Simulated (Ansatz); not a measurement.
Runs of Ansatz 0.2.0 on TiC. The structure is hexagonal, space group P-6m2 (No. 187). Conventional cell: a = 3.042 Å, b = 3.042 Å, c = 2.698 Å, α = 90.00°, β = 90.00°, γ = 120.00°. Ti (site symmetry -6m2) is surrounded by 6 C at 2.21 Å. C (site symmetry -6m2) has 6 Ti at 2.21 Å as nearest neighbours. The cell was built by a generator and needn't be a form met in nature.

```tsv
task	level	cell	k mesh	gap on the mesh (eV)	pressure (GPa)	relaxed volume (Å³/atom)
relaxation of cell and atoms	revPBE+D3(BJ)	relaxed	10 × 10 × 10	none	0.0	10.35
relaxation of cell and atoms	revPBE+D4	relaxed	10 × 10 × 10	none	0.0	(a)
relaxation of cell and atoms	BLYP+D3(BJ)	relaxed	10 × 10 × 10	0.08	0.0	10.43
relaxation of cell and atoms	BLYP+D4	relaxed	10 × 10 × 10	none	0.0	(b)
phonons	LDA	as given	7 × 7 × 7	0.19	-	-
```

Alike in all rows: potentials or basis Ansatz PAW; no spin polarisation; cutoff (eV) 420; smearing fermi-dirac 0.05 eV.

**Question.** Estimate the missing entries.

**Answer.** (a) 10.56; (b) 10.75.

Caveats: the PAW data sets come from PBE, with cores solved anew for the run's functional, which leaves a small shift of forces and pressure; the plane-wave basis is chosen anew once the cell has moved, so the energies of steps on either side of that aren't comparable (some runs); pairwise dispersion overbinds metals, which lowers pressure and volume (some runs); odd divisions of the mesh miss points on the zone boundary, where band edges often lie, so the gap on the mesh can be too wide (some runs).

A k mesh can miss the band edges.

A gap of «none» marks a metal or a gap under the smearing width.

Runs at the PBE level aren't shown here.
